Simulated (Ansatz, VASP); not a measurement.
# CaO (Lime) in two plane-wave programs, part 2 of 2

Aim: how closely do two programs agree when they are given the same cell, functional and k mesh? The cell is taken from a series of VASP runs on this material, whose earlier steps may have relaxed, scaled or displaced it; both programs get it as it stands.

VASP 6.6.1 and Ansatz 0.2.0.

So far: Starting point; VASP: band structure, HSE06.

**3. Ansatz: band structure, HSE06**

Level of this step: Ansatz beside VASP: Kohn-Sham DFT, plane waves, HSE06 (Ansatz).

Ansatz runs on its default PAW (the set named soft_2) files.

The same cell, functional, mesh and smearing now go to Ansatz, which takes its cutoff from its data sets.

Contents of input.yaml:

```yaml
crystal:
  lattice:
    - [0.0, 2.4065, 2.4065]
    - [2.4065, 0.0, 2.4065]
    - [2.4065, 2.4065, 0.0]
  atoms:
    - { symbol: Ca, position: [0.0, 0.0, 0.0] }
    - { symbol: O, position: [0.5, 0.5, 0.5] }
hamiltonian:
  xc: { exchange: pbe, correlation: pbe, exx: { coeff: 0.25, omega: 0.2 } }
  pseudopotentials: { kind: paw }
kpoints:
  mp_grid: { grid: [5, 5, 5] }
  band_path:
    path:
      - [0.0, 0.0, 0.0]
      - [0.5, 0.0, 0.5]
      - [0.5, 0.22222, 0.72222]
      - [0.40278, 0.34722, 0.75]
      - [0.125, 0.125, 0.25]
      - [0.27778, 0.27778, 0.27778]
      - [0.55556, 0.38889, 0.55556]
      - [0.58333, 0.25, 0.66667]
      - [0.5, 0.30556, 0.69444]
      - [0.48611, 0.48611, 0.52778]
      - [0.625, 0.25, 0.625]
      - [0.5, 0.0, 0.5]
    npoints: 1
scf:
  occupations: { method: gaussian, width: 0.03 }
  n_extra_bands: 7
output:
  forces: true
  stress: true
  eigenvalues: true
```

On the command line:

```console
$ ansatz run input.yaml --threads 4 --pin off --max-ram 9216MiB --backend cpu --events-out ev --progress --plain --runs-dir out
```

Numbers of over 12 decimals in the logs are rounded to 6 here.

The program printed:

```text
Warning: output.stress: scf.convergence.dr2_threshold = 1e-7 eV (the SCF's general default) is looser than the 2e-10 eV advised for a printed stress (1e-10 eV for each atom of the cell: 2). What an SCF threshold leaves in a stress goes as its square root, and in the free energy as the threshold itself, and one threshold admits the most on a small cell: [figures from the program's tests cut] Set scf.convergence.dr2_threshold to 2e-10 eV or tighter. The threshold is an SCF's pass mark: one that does not reach it within its budget of iterations ends unconverged, or closes short of it on a stop that the run arms, and scf.convergence.dr2_threshold's page says what that costs each kind of run
Warning: output.stress: scf.exx.energy_threshold = 1e-6 eV is looser than the 2e-8 eV advised for a stress under a hybrid functional (1e-8 eV for each atom of the cell: 2). Every SCF of the exchange loop can meet its threshold on dr2 while the loop round them stops early: no threshold on dr2 bounds what that leaves in the stress. Set scf.exx.energy_threshold to 2e-8 eV or tighter. The threshold is the loop's pass mark: a loop that does not reach it within its budget of cycles ends unconverged, and scf.exx.energy_threshold's page has the law
scf.n_extra_bands = 7 over 8 filled bands (N_el = 16.0): the run solves 15 bands
Engine: ansatz 0.2.0, aarch64-unknown-linux-gnu
Pseudopotentials: kind: paw
Pseudopotential: Ca, paw, valence charge 10, recommended cutoff 420 eV (normal), Ca.paw.azcp
Pseudopotential: O, paw, valence charge 6, recommended cutoff 420 eV (normal), O.paw.azcp
Functional definition: unnamed
  parameter a_1 = 0.25
  parameter omega_1 = 0.2/angstrom
  exchange = pbe_x + (-a_1)*pbe_x_sr(omega_1) + a_1*exact_x_sr(omega_1)
  correlation = pbe_c
Crystal: 2 atoms, lattice volume = 27.873 Å³
Basis set: ecut = 420 eV, 537 PW (Γ), exchange–correlation on 48×48×48 points (8 copies of the dense FFT grid, shifted against one another)
Bands: 15, of which v1, the nominal top of the filled ones, is band 8 counted from 1 (7 counted from 0)
Symmetry: 48 space group operations
Space group: Fm-3m (ITA 225), of the structure as read, at distance tolerance 3.0e-5 Å
k-points: 10 of 125
Non-local potential: Ca, projectors of the file, l = 0: 3, l = 1: 2, l = 2: 2
Non-local potential: O, projectors of the file, l = 0: 2, l = 1: 2, l = 2: 1
PAW form: soft (Blöchl's): semilocal exchange-correlation on the pseudo side does not see the compensation charge
PAW frozen core: Ca, regenerated for the run's functional, and the local potential with it (the file was generated under x = pbe(κ = 0.804, μ = 0.219515), c = pbe(β = 0.066725))
PAW frozen core: O, regenerated for the run's functional, and the local potential with it (the file was generated under x = pbe(κ = 0.804, μ = 0.219515), c = pbe(β = 0.066725))
PAW one-centre angular grid: Ca, 110 points (default); XC on 64 Gauss nodes
PAW one-centre angular grid: O, 110 points (default); XC on 96 Gauss nodes
Initial density: superposition of atomic densities (neutral atoms: chi_scale 0, normalization atom), corrected by the library's trained network
Initial wavefunctions: pseudopotential atomic-orbital guess
Functional: x = pbe(κ = 0.804, μ = 0.219515), c = pbe(β = 0.066725), warm-up for x = pbe(κ = 0.804, μ = 0.219515) + 0.25 (exact − pbe) at short range (hse, ω = 0.2 Å⁻¹), c = pbe(β = 0.066725)
SCF iter   1: F=—  HF=-2387.721651 eV  |F-HF|=—  |Δ(HF+E_count)|=         —  Δρ=5.96e-4  dr2=4.84e-5  ethr=1.77e-3  ⟨swp⟩=2.0  Hψ=1048  notcnv=0
preconditioner: auto → none  [insulator: Δε(μ)=3.834 eV  Ē_g=19.953 eV  σ=0.030 eV  W_gap=1.00  n_scr=8 (ndim 8)  ℏωp=26.3 eV  f_vac=0.000  D(μ)=0.00/eV (n_scr^D=0)]
SCF iter   2: F=-2387.721861 eV  HF=-2387.721807 eV  |F-HF|=5.38e-5  |Δ(HF+E_count)|=   1.56e-4  Δρ=2.61e-4  dr2=8.66e-6  ethr=3.02e-7  ⟨swp⟩=3.5  Hψ=354  notcnv=0  defer=4
SCF 1 stopped early in 2 iterations: F = -2387.721861 eV  dr2 = 8.66e-6
  greatest PAW one-centre occupation: 0.995 electrons in one spin orbital (limit 2), on the Ca atom at site 0 (counted from 0), in its partial waves of l = 0
Initial density: handed on by an earlier stage of this run
Initial wavefunctions: those handed on with the density
Functional: x = pbe(κ = 0.804, μ = 0.219515) + 0.25 (exact − pbe) at short range (hse, ω = 0.2 Å⁻¹), c = pbe(β = 0.066725)
Exchange kernel: α = 0.2500, screened, ω = 0.2000 Å⁻¹, Wigner–Seitz truncation, v(0) = 1112.6024 eV·Å³, q-mesh 5×5×5, nearest image of the exchange supercell L = 17.02 Å, pair-density grid 15×15×15, without the augmentation charges, whose exchange is taken in its separable form by FFT convolution over the k-point mesh (sized by the pseudopotential files, 20×20×20 at the most), smooth part of the exact exchange by density-matrix convolution
Frozen-core exchange: fock
SCF iter   1: F=—  HF=-2388.318189 eV  |F-HF|=—  |Δ(HF+E_count)|=         —  Δρ=9.89e-3  dr2=4.49e-2  ethr=5.41e-7  ⟨swp⟩=6.3  Hψ=752  notcnv=0
preconditioner: auto → none  [insulator: Δε(μ)=5.746 eV  Ē_g=22.846 eV  σ=0.030 eV  W_gap=1.00  n_scr=8 (ndim 8)  ℏωp=26.3 eV  f_vac=0.000  D(μ)=0.00/eV (n_scr^D=0)]
SCF iter   2: F=—  HF=-2388.308081 eV  |F-HF|=—  |Δ(HF+E_count)|=   1.01e-2  Δρ=9.74e-3  dr2=1.85e-2  ethr=5.41e-7  ⟨swp⟩=4.8  Hψ=543  notcnv=0
SCF iter   3: F=—  HF=-2388.304124 eV  |F-HF|=—  |Δ(HF+E_count)|=   3.96e-3  Δρ=2.33e-3  dr2=1.74e-3  ethr=5.41e-7  ⟨swp⟩=4.1  Hψ=473  notcnv=0
SCF iter   4: F=—  HF=-2388.309310 eV  |F-HF|=—  |Δ(HF+E_count)|=   5.19e-3  Δρ=1.00e-3  dr2=3.94e-4  ethr=5.41e-7  ⟨swp⟩=4.0  Hψ=420  notcnv=0
iter 5 solved again at ethr=3.85e-8 eV; its pass at ethr=5.41e-7 eV (dr2=6.17e-6 eV) is discarded
SCF iter   5: F=—  HF=-2388.309197 eV  |F-HF|=—  |Δ(HF+E_count)|=   1.14e-4  Δρ=1.76e-4  dr2=8.94e-6  ethr=3.85e-8  ⟨swp⟩=2.0  Hψ=493  notcnv=0
SCF iter   6: F=-2388.309195 eV  HF=-2388.309196 eV  |F-HF|=8.62e-7  |Δ(HF+E_count)|=   5.13e-7  Δρ=2.96e-5  dr2=2.87e-6  ethr=3.85e-8  ⟨swp⟩=2.0  Hψ=231  notcnv=0
SCF 2 stopped early in 6 iterations: F = -2388.309195 eV  dr2 = 2.87e-6
  greatest PAW one-centre occupation: 0.996 electrons in one spin orbital (limit 2), on the Ca atom at site 0 (counted from 0), in its partial waves of l = 0
hybrid outer 1: dexx = +6.211e-3 eV, tail = 1.55e-5 eV
Exchange kernel: α = 0.2500, screened, ω = 0.2000 Å⁻¹, Wigner–Seitz truncation, v(0) = 1112.6024 eV·Å³, q-mesh 5×5×5, nearest image of the exchange supercell L = 17.02 Å, pair-density grid 15×15×15, without the augmentation charges, whose exchange is taken in its separable form by FFT convolution over the k-point mesh (sized by the pseudopotential files, 20×20×20 at the most), smooth part of the exact exchange by density-matrix convolution
Frozen-core exchange: fock
SCF iter   1: F=—  HF=-2388.309250 eV  |F-HF|=—  |Δ(HF+E_count)|=         —  Δρ=1.40e-4  dr2=2.79e-6  ethr=4.84e-7  ⟨swp⟩=4.1  Hψ=406  notcnv=0
preconditioner: auto → none  [insulator: Δε(μ)=5.531 eV  Ē_g=22.773 eV  σ=0.030 eV  W_gap=1.00  n_scr=8 (ndim 8)  ℏωp=26.3 eV  f_vac=0.000  D(μ)=0.00/eV (n_scr^D=0)]
SCF iter   2: F=—  HF=-2388.309249 eV  |F-HF|=—  |Δ(HF+E_count)|=   8.12e-7  Δρ=1.19e-5  dr2=3.08e-8  ethr=1.71e-8  ⟨swp⟩=3.0  Hψ=263  notcnv=0
SCF iter   3: F=—  HF=-2388.309250 eV  |F-HF|=—  |Δ(HF+E_count)|=   2.99e-7  Δρ=1.02e-5  dr2=1.54e-8  ethr=5.58e-11  ⟨swp⟩=4.1  Hψ=440  notcnv=0
SCF iter   4: F=-2388.309250 eV  HF=-2388.309250 eV  |F-HF|=1.14e-11  |Δ(HF+E_count)|=   3.75e-9  Δρ=3.06e-7  dr2=2.08e-10  ethr=5.58e-11  ⟨swp⟩=3.0  Hψ=270  notcnv=0
SCF 3 converged in 4 iterations: F = -2388.309250 eV  dr2 = 2.08e-10
  Residual-converged pass: ⟨swp⟩=2.0  Hψ=230  notcnv=0  max |occ|·‖R‖ = 1.6e-6 eV (tolerance 2.4e-6 eV)  dr2=2.08e-10  dr2_onsite=1.52e-11  max |Δocc| = 0.0e0
hybrid outer 2: dexx = +3.648e-7 eV, tail = 3.86e-9 eV, Δε = 1.26e-3 eV (about 2.40e-5 eV left of the loop's levels)
NSCF: frozen V_eff on 12 k-points
hybrid SCF converged: 2 outer / 10 inner (+2 warm-up), last move |dexx| = 3.65e-7 eV, tail = 3.86e-9 eV
Stability not checked: this state was not tested for a lower state beside it, because the functional holds exact exchange (a hybrid, or Hartree-Fock), whose exchange loop this test does not read (fock_operator; see scf.lower_state_search)
Free energy (F): -2388.309250 eV
Frozen-core exchange: fock
Harris-Foulkes:  -2388.309250 eV  (|F-HF|=1.14e-11)
Internal energy: -2388.309250 eV  (E = F + TS)
E sigma→0 (E₀):  -2388.309250 eV
Fermi energy:    9.338786 eV
--- Per-component energies (eV) ---
  E_band       = -134.063669
  E_kinetic    = 456.983449
  E_local      = -892.740616  (includes V_loc(G=0)·N_el)
  E_nonlocal   = 109.936637
  E_hartree    = 296.477796
  E_xc         = -170.370335
  E_vxc        = -212.676630  (∫ρ·V_xc dr)
  E_exx        = -48.544655  (= α·E_x^exact, valence–valence)
  E_paw        = -1011.495102  (= ΣΔE_a)
  E_vpaw       = -91.435003  (= ΣTr[D̂ρ^β])
  E_aug_tail   = 0.002409  (compensation charges beyond the density's cutoff)
  E_ewald      = -1128.379897
  E_core_change = -0.178936  (= ΣΔE_core)
  E_smearing   = -0.000000  (= −TS)
  E_closure    = 0.000000  (closes the sum)
  Σ components = -2388.309250   (vs F -2388.309250, Δ=0.00e0)
--- Forces (eV/Å), atoms counted from 1 ---
  atom   1  Ca    -0.00000000     0.00000000     0.00000000
  atom   2  O      0.00000000     0.00000000     0.00000000
  max |Σ_I F_I| component: 1.54e-29 eV/Å
--- Stress (GPa, compression-positive) ---
       -1.046172       0.000000      -0.000000
       -0.000000      -1.046172      -0.000000
        0.000000      -0.000000      -1.046172
  P = ⅓ Tr σ = -1.0462 GPa (-10.462 kbar)
--- Band table (eV; the first three rows and the last of 10) ---
  k-point 0: bands = [... 4 lower, -10.4440, 6.5722, 6.5722, 6.5722, 12.8039, 14.7783, 14.7783, 14.7783, ... 3 higher]
  k-point 1: bands = [... 4 lower, -9.8693, 5.4044, 6.0933, 6.0933, 14.3286, 14.7399, 15.4828, 15.4828, ... 3 higher]
  k-point 2: bands = [... 4 lower, -9.1777, 3.9925, 5.4334, 5.4334, 15.3210, 16.4339, 16.8788, 16.8788, ... 3 higher]
  k-point 9: bands = [... 4 lower, -9.6479, 4.8578, 5.4682, 5.6149, 14.0433, 15.7670, 17.2080, 18.1055, ... 3 higher]
```

The job ended after 10 s (4 threads of Arm Neoverse V1, shared host; peak memory 0.52 GiB; 36 s of CPU time).

**4. Differences**

Known differences besides the potentials themselves: exact exchange at q = 0 is treated differently, which shows on coarse meshes; VASP keeps PBE cores, Ansatz makes them for the functional; the cutoff is 420 eV in Ansatz and 460 eV in VASP; VASP takes a coarser grid for exact exchange (PRECFOCK = Fast). Total energies have different zeros and are not compared.

Both answers:

```
                     quantity  Ansatz   VASP  difference
gap over the path points (eV)   5.336  5.320      +0.016
```

Levels at points of the path, from each program's valence-band top (eV; 3 filled, then empty):

```
k (reciprocal lattice)                              Ansatz                                VASP
     0.000 0.000 0.000       0.00 0.00 0.00 6.23 8.21 8.21       0.00 0.00 0.00 6.21 8.20 8.20
     0.500 0.000 0.500  -1.45 -0.42 -0.42 5.34 10.13 11.13  -1.45 -0.42 -0.42 5.32 10.14 11.14
     0.500 0.222 0.722   -1.34 -1.22 -1.06 7.71 8.70 10.55   -1.35 -1.22 -1.06 7.71 8.70 10.55
     0.403 0.347 0.750   -1.41 -1.31 -0.85 6.99 9.87 10.70   -1.42 -1.32 -0.86 6.98 9.87 10.71
     0.125 0.125 0.250    -1.22 -0.58 -0.28 7.75 7.91 8.71    -1.23 -0.59 -0.28 7.73 7.90 8.71
     0.278 0.278 0.278    -1.82 -0.78 -0.78 8.20 8.82 9.46    -1.84 -0.79 -0.79 8.20 8.81 9.47
     0.556 0.389 0.556   -2.40 -1.22 -1.14 8.62 9.27 10.75   -2.42 -1.23 -1.15 8.62 9.27 10.76
     0.583 0.250 0.667   -1.41 -1.30 -0.88 7.08 9.68 10.67   -1.42 -1.30 -0.88 7.07 9.68 10.68
     0.500 0.306 0.694   -1.62 -1.16 -1.07 8.30 8.32 10.69   -1.63 -1.16 -1.08 8.30 8.32 10.70
     0.486 0.486 0.528   -2.76 -1.24 -1.23 9.04 9.87 10.60   -2.78 -1.25 -1.25 9.03 9.87 10.61
```

Among the levels compared at these points, filled levels agree within 18 meV and empty ones within 24 meV.

**5. Summary of results**

| Item | Value |
| --- | --- |
| difference in gap over the path points (band structure, HSE06) | 0.016 eV |

The difference in gap over the path points is 0.016 eV (band structure, HSE06), within the 0.08 eV picked in this series as the mark of a large difference. How closely two codes agree says nothing of how well the functional describes the real material.

[Lines on the potential files, build, host, timing and source positions are cut from VASP's logs without a mark.]

[Logs are printed without paths, hosts, clocks, repeated set-up lines and the standing remarks that a program may print on its own settings, such as how far it seeks lower states.]

[Hosts, paths, dates, database ids (printed as entryN), source tags and the programs' standing remarks are cut or masked in the printed files.]
